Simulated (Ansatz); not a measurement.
# PbF2: the cost of one run

All numbers are computed with Ansatz 0.2.0, driven from Python. Level of theory: DFT PBEsol, plane waves, PAW.

**1. Starting point**

It takes space group Aea2 (No. 41, orthorhombic). Conventional cell: a = 6.024 Å, b = 6.004 Å, c = 6.023 Å, α = 90.00°, β = 90.00°, γ = 90.00°. Pb (site symmetry 2) has 8 F at 2.54 to 2.72 Å in its first shell of neighbours. F (site symmetry 1) has 4 Pb at 2.54 to 2.72 Å in its first shell of neighbours.

No structure file is read: the coordinates are typed or built in the script.

**2. The code**

The input, pbf2_eos.py:

```python
# -*- coding: utf-8 -*-
'''Bulk modulus of PbF2 from an E(V) curve.'''

import warnings

import ansatz as az
from ase.eos import EquationOfState
from ase.units import GPa
import numpy as np

vectors0 = np.array([
    [6.024056, 0.0, 0.0],
    [0.0, 3.00205, 3.011285],
    [0.0, -3.00205, 3.011285],
])
sites = [
    ('Pb', (0.5, 0.977479, 0.977479)),
    ('Pb', (0.0, 0.477479, 0.477479)),
    ('F', (0.764773, 0.973608, 0.458666)),
    ('F', (0.235227, 0.458666, 0.973608)),
    ('F', (0.735227, 0.473608, 0.958666)),
    ('F', (0.264773, 0.958666, 0.473608)),
]


def make_crystal(cell):
    crystal = az.Crystal(lattice=az.Lattice.of(cell))
    for symbol, position in sites:
        crystal = crystal.atom(symbol, position)
    return crystal

warnings.simplefilter('ignore', az.DeckWarning)

# scale the volume, keep shape and fractions
volumes, energies = [], []
for scale in np.linspace(0.9, 1.1, 9):
    cell = vectors0 * scale ** (1 / 3)
    calc = (
        make_crystal(cell).calculation()
        .basis(510)
        .functional('pbesol')
        .occupations('fixed')  # no smearing
        .kpoints(4, 6, 6)  # the mesh must be finer for metals
    )
    summary = calc.run(threads=1).report
    volumes.append(abs(np.linalg.det(cell)) / len(sites))
    energies.append(summary['free_energy_ev'] / len(sites))
    print(f'V = {volumes[-1]:8.4f} A^3/atom  F = {energies[-1]:.5f} eV/atom')

eos = EquationOfState(volumes, energies, eos='vinet')
v0, e0, bulk = eos.fit()
print(f'V0 = {v0:.4f} A^3/atom, E0 = {e0:.5f} eV/atom, B = {bulk / GPa:.1f} GPa')
eos.plot('eos.png')
```

**3. The input behind the calls**

The engine receives this input (first run):

```yaml
crystal:
  lattice:
    - [5.816162120269851, 0.0, 0.0]
    - [0.0, 2.8984474070553308, 2.9073637015221636]
    - [0.0, -2.8984474070553308, 2.9073637015221636]
  atoms:
    - { symbol: Pb, position: [0.5, 0.977479, 0.977479] }
    - { symbol: Pb, position: [0.0, 0.477479, 0.477479] }
    - { symbol: F, position: [0.764773, 0.973608, 0.458666] }
    - { symbol: F, position: [0.235227, 0.458666, 0.973608] }
    - { symbol: F, position: [0.735227, 0.473608, 0.958666] }
    - { symbol: F, position: [0.264773, 0.958666, 0.473608] }
basis:
  ecutwfc: 510.0
kpoints:
  mp_grid:
    grid: [4, 6, 6]
hamiltonian:
  xc: pbesol
scf:
  occupations:
    method: fixed
```

**4. Running it**

Launch:

```
> python pbf2_eos.py
```

**Question.** How long does this script take on 1 thread of Arm Neoverse V2, shared host, and how much memory does it need?

About 1.8 min, with a peak of 0.48 GiB.
